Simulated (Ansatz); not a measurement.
A calculation with Ansatz 0.2.0 of Y (ASE script, structure from a POSCAR):

run.py

```python
import json

import ase.io
import numpy as np

import ansatz as az

atoms = ase.io.read("POSCAR", format="vasp")

calculation = (
    az.Crystal.from_ase(atoms)
    .calculation()
    .kpoints(7, 7, 7)
    .functional("pbe")
    .pseudopotentials(kind="paw", source="jth")
    .scf(extra_bands=6)
    .occupations(method="gaussian", width=0.1)
    .band_structure(path=(((0.0, 0.0, 0.5), (0.0, 0.0, 0.0), (0.5, 0.0, 0.0)), ((0.5, 0.0, 0.5), (0.0, 0.0,
        0.0), (0.0, 0.5, 0.0)), ((0.0, 0.5, 0.5), (0.0, 0.0, 0.0), (0.5, 0.5, 0.0)), ((0.5, 0.5, 0.5), (0.0, 0.0,
        0.0))), intervals=14)
    .fat_bands()
    .forces()
    .stress()
    .band_table(publish=True)
)
outcome = calculation.run(threads=2, events_out="events.jsonl")

report = outcome.report
for line in open("events.jsonl"):
    event = json.loads(line)
    if event["event"] == "scf_iter":
        d = event["data"]
        print(f"SCF {d['iter']:3d}  HF = {d['harris_foulkes_ev']:.6f} eV  dr2 = {d['dr2_ev']:.2e} eV")
    elif event["event"] in ("relax_step", "md_step"):
        d = event["data"]
        print(f"{event['event']} {d['step']:3d}  E = {d['lagrangian_ev']:.6f} eV")
np.set_printoptions(precision=5, suppress=True, linewidth=110)
print("converged:", report["converged"], "after", report["n_iterations"], "iterations")
print(f"free energy {report['free_energy_ev']:.6f} eV, Fermi level {report['fermi_energy_ev']:.4f} eV")
for key in ("band_edges_ev", "magnetization_mub", "site_moments_mub", "site_moments_nc_mub", "forces_ev_ang",
                "stress_gpa"):
    if report.get(key) is not None:
        print(key, np.array(report[key]), sep="\n")
```

POSCAR

```
Y
1.0
   -0.0324820000      2.5968620000      2.5586560000
    2.4291180000     -0.0204910000      2.5466650000
    2.4623180000      2.6180700000     -0.0536910000
Y
1
Direct
    0.0000000000      0.0000000000      0.0000000000
```

Potentials or basis: JTH PAW.

Command:

```bash
$ python run.py
```

The cell isn't the ideal one: cell strained at random at fixed volume.

This isn't the form of Y at room conditions, which is hcp.

Q: Write the same calculation in another form: native input, structure typed inline.

A: As run:

Contents of input.yaml:

```yaml
crystal:
  lattice:
    - [-0.032482, 2.596862, 2.558656]
    - [2.429118, -0.020491, 2.546665]
    - [2.462318, 2.61807, -0.053691]
  atoms:
    - { symbol: "Y", position: [0.0, 0.0, 0.0] }
hamiltonian:
  xc: pbe
  pseudopotentials: { kind: paw, source: jth }
kpoints:
  mp_grid: { grid: [7, 7, 7] }
  band_path:
    path:
      - [[0.0, 0.0, 0.5], [0.0, 0.0, 0.0], [0.5, 0.0, 0.0]]
      - [[0.5, 0.0, 0.5], [0.0, 0.0, 0.0], [0.0, 0.5, 0.0]]
      - [[0.0, 0.5, 0.5], [0.0, 0.0, 0.0], [0.5, 0.5, 0.0]]
      - [[0.5, 0.5, 0.5], [0.0, 0.0, 0.0]]
    npoints: 14
scf:
  occupations: { method: gaussian, width: 0.1 }
  n_extra_bands: 6
output:
  forces: true
  stress: true
  eigenvalues: true
  fatbands: true
```

Potentials or basis: JTH PAW.

Launch:

```bash
$ ansatz run input.yaml --threads 2 --pin off --max-ram 5120MiB --backend cpu --events-out ev --progress --plain --runs-dir out
```

Both were run:

|  | ASE script, structure from a POSCAR | native input, structure typed inline |
| --- | --- | --- |
| Pressure | -1.0 GPa | -1.0 GPa |
| Band gap on the k mesh | none (metal or under the smearing width) | none (metal or under the smearing width) |

Keys that steer only the numerical path or the files written may differ.
